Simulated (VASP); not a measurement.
# Cu (I4/mmm) in VASP: single point with PBEsol

Aim: the single point of Cu with PBEsol.

Program: VASP 6.6.1. These are calculated values, not measurements. Logs are shortened: lines on timing, memory, paths and dates and some standing lists are left out, and cuts for length are marked.

## 1. The structure

Symmetry: I4/mmm, No. 139, tetragonal system. The conventional cell has a = 2.886 Å, b = 2.886 Å, c = 2.752 Å, α = 90.00°, β = 90.00°, γ = 90.00°. Cu (site symmetry 4/mmm) has 10 Cu at 2.46 to 2.75 Å as nearest neighbours.

This isn't the form of Cu at room conditions, which is fcc.

## 2. Single point, PBEsol

INCAR

```
SYSTEM = Cu
PREC = Accurate
ENCUT = 520
EDIFF = 1E-6
ISMEAR = 0
SIGMA = 0.1
LREAL = .FALSE.
LASPH = .TRUE.
NELM = 60
ALGO = Normal
ISIF = 2
LWAVE = .FALSE.
LCHARG = .FALSE.
GGA = PS
NBANDS = 12
```

KPOINTS

```
Automatic mesh
0
G
  8 8 8
  0 0 0
```

POSCAR

```
Cu
1.0
   -1.4427933200      1.4427933200      1.3760814500
    1.4427933200     -1.4427933200      1.3760814500
    1.4427933200      1.4427933200     -1.3760814500
Cu
1
Direct
    0.0000000000      0.0000000000      0.0000000000
```

Potentials or basis: VASP PAW PBE potentials, release 64 (Cu).

Command:

```bash
> cat potpaw_PBE.64/Cu/POTCAR > POTCAR
> mpirun -np 1 vasp_std > vasp.out
```

OUTCAR:

```text
SYSTEM = Cu
   PREC = Accurate
   ENCUT = 520
   EDIFF = 1E-6
   ISMEAR = 0
   LREAL = .FALSE.
   LASPH = .TRUE.
   NELM = 60
   ISIF = 2
   GGA = PS

 ion  position               nearest neighbor table
   1  0.000  0.000  0.000-

  LATTYP: Found a body centered tetragonal cell.
 ALAT       =     2.8855866400
 C/A-ratio  =     0.9537620052

  Lattice vectors:

 A1 = (  -1.4427933200,   1.4427933200,   1.3760814500)
 A2 = (   1.4427933200,  -1.4427933200,   1.3760814500)
 A3 = (   1.4427933200,   1.4427933200,  -1.3760814500)

Analysis of symmetry for initial positions (statically):
=====================================================================
 Subroutine PRICEL returns:
 Original cell was already a primitive cell.

 Routine SETGRP: Setting up the symmetry group for a
 body centered tetragonal supercell.

 Subroutine GETGRP returns: Found 16 space group operations
 (whereof 16 operations were pure point group operations)
 out of a pool of 16 trial point group operations.

The static configuration has the point symmetry D_4h.

Analysis of symmetry for dynamics (positions and initial velocities):
=====================================================================
 Subroutine PRICEL returns:
 Original cell was already a primitive cell.

 Routine SETGRP: Setting up the symmetry group for a
 body centered tetragonal supercell.

 Subroutine GETGRP returns: Found 16 space group operations
 (whereof 16 operations were pure point group operations)
 out of a pool of 16 trial point group operations.

The dynamic configuration has the point symmetry D_4h.

 Subroutine INISYM returns: Found 16 space group operations
 (whereof 16 operations are pure point group operations),
 and found     1 'primitive' translations

----------------------------------------------------------------------------------------

                                     Primitive cell

  volume of cell :      11.4581

  direct lattice vectors                    reciprocal lattice vectors
    -1.442793320  1.442793320  1.376081450     0.000000000  0.346549983  0.363350585
     1.442793320 -1.442793320  1.376081450     0.346549983  0.000000000  0.363350585
     1.442793320  1.442793320 -1.376081450     0.346549983  0.346549983  0.000000000

  length of vectors
     2.461078074  2.461078074  2.461078074     0.502116060  0.502116060  0.490095685

  position of ions in fractional coordinates (direct lattice)
     0.000000000  0.000000000  0.000000000

[... 77 lines left out ...]
   EDIFFG = 0.1E-04   stopping-criterion for IOM
   NSW    =      0    number of steps for IOM
   IBRION =     -1    ionic relax: 0-MD 1-quasi-New 2-CG
   NFREE  =      0    steps in history (QN), initial steepest desc. (CG)
   ISIF   =      2    stress and relaxation
   ISYM   =      2    0-nonsym 1-usesym 2-fastsym
   POTIM  = 0.5000    time-step for ionic-motion
   TEBEG  =    0.0;   TEEND  =   0.0 temperature during run
   PSTRESS=    0.0 pullay stress
   NELECT =      11.0000    total number of electrons
   NUPDOWN=      -1.0000    fix difference up-down
   EMIN   =  10.00;   EMAX   =-10.00  energy-range for DOS
   EFERMI =   0.00;   METHOD = LEGACY
   ISMEAR =     0;   SIGMA  =   0.10  broadening in eV -4-tet -1-fermi 0-gaus
   EFERMI_NEDOS =   21; number of points for ismear=-14 and -15
   IALGO  =     38    algorithm
   IMIX   =      4    mixing-type and parameters
     AMIX     =   0.40;   BMIX     =  1.00
     AMIX_MAG =   1.60;   BMIX_MAG =  1.00
  volume/ion in A,a.u.               =      11.46        77.32
  Fermi-wavevector in a.u.,A,eV,Ry     =   1.614984  3.051878 35.486359  2.608174
  Thomas-Fermi vector in A             =   2.709805
   LORBIT       =      0    0 simple, 1 ext, 2 COOP (PROOUT), +10 PAW based schemes
   GGA     = PS    functional components
   LHFCALC =     F    Hartree Fock is set to
   AEXX    =    0.0000 exact exchange contribution
   IVDW    =     0    specifies the selected vdW correction
   LEPSILON=     F    determine dielectric tensor
   LRPA    =     F    only Hartree local field effects (RPA)
 non-spin polarized calculation
 Gauss-broadening in eV      SIGMA  =   0.10
  energy-cutoff  :      520.00
  volume of cell :       11.46
 maximum number of plane-waves:       325
   NGX =  9   NGY =  9   NGZ =  9

 number of electron      10.9999998 magnetization

 Free energy of the ion-electron system (eV)
  ---------------------------------------------------
  ext. energy  EPLUGINS =         0.00000000
  ---------------------------------------------------
  free energy    TOTEN  =        -4.23460002 eV

  energy without entropy =       -4.22972393  energy(sigma->0) =       -4.23216198

 E-fermi :   7.8560     XC(G=0): -13.0883

 val. band max:        7.8364979466   @ k =   0.5000   0.1250   0.0000
 cond. band min:       7.9207455671   @ k =   0.3750   0.1250   0.0000
 fundamental gap:      0.0842476206
 Fermi energy:         7.8559542921

 k-point     1 :       0.0000    0.0000    0.0000
  band No.  band energies     occupation
      1      -1.8370      2.00000
      2       4.4425      2.00000
      3       4.6451      2.00000
      4       4.6451      2.00000
      5       5.5240      2.00000
      6       5.7252      2.00000
      7      32.6348      0.00000
      8      32.6348      0.00000
      9      33.8806      0.00000
     10      36.6601      0.00000
     11      36.6601      0.00000
     12      36.7048      0.00000
[... 331 lines left out ...]
 k-point    24 :       0.3750    0.1250    0.1250
  band No.  band energies     occupation
      1       3.1613      2.00000
      2       3.7079      2.00000
      3       4.7881      2.00000
      4       5.6679      2.00000
      5       5.8347      2.00000
      6       9.9955      0.00000
      7      12.8739      0.00000
      8      19.8304      0.00000
      9      20.0962      0.00000
     10      35.9929      0.00000
     11      39.0537      0.00000
     12      43.3561      0.00000

 [... further k-points ...]
[... 5 lines left out ...]
  --------------------------------------------------------------------------------------
  -------------------------------------------------------------------------------------
  Total       -0.0423896     -0.0423896     -0.0124481      0.0000000     -0.0000000      0.0000000
  in kB       -5.9273016     -5.9273016     -1.7406040      0.0000000     -0.0000000      0.0000000
  external PRESSURE =      -4.5317357 kB  Pullay stress =       0.0000000 kB

 VOLUME and BASIS-vectors are now :
 -----------------------------------------------------------------------------
  energy-cutoff  :      520.00
  volume of cell :       11.46
      direct lattice vectors                 reciprocal lattice vectors
    -1.442793320  1.442793320  1.376081450     0.000000000  0.346549983  0.363350585
     1.442793320 -1.442793320  1.376081450     0.346549983  0.000000000  0.363350585
     1.442793320  1.442793320 -1.376081450     0.346549983  0.346549983  0.000000000

 POSITION                                       TOTAL-FORCE (eV/Angst)
 -----------------------------------------------------------------------------------
      0.00000      0.00000      0.00000         0.000000      0.000000      0.000000
 -----------------------------------------------------------------------------------
    total drift:                                0.000000     -0.000000      0.000000

  FREE ENERGIE OF THE ION-ELECTRON SYSTEM (eV)
  ---------------------------------------------------
  free  energy   TOTEN  =        -4.2346000225 eV

  energy  without entropy=       -4.2297239329  energy(sigma->0) =       -4.23216198
```

It took 6 s on 1 thread of AMD EPYC 7R13 (Zen 3), shared host; peak memory 0.09 GiB.

Results:

```yaml
Free_energy: -4.2346 eV
Pressure: -0.5 GPa
Band_gap_on_the_k_mesh: none (metal or under the smearing width)
```

Caveat: the k mesh is coarse (spacing up to 0.39 Å⁻¹), so the values aren't converged; the PAW data sets were made with another functional, which shifts forces and pressure a little.
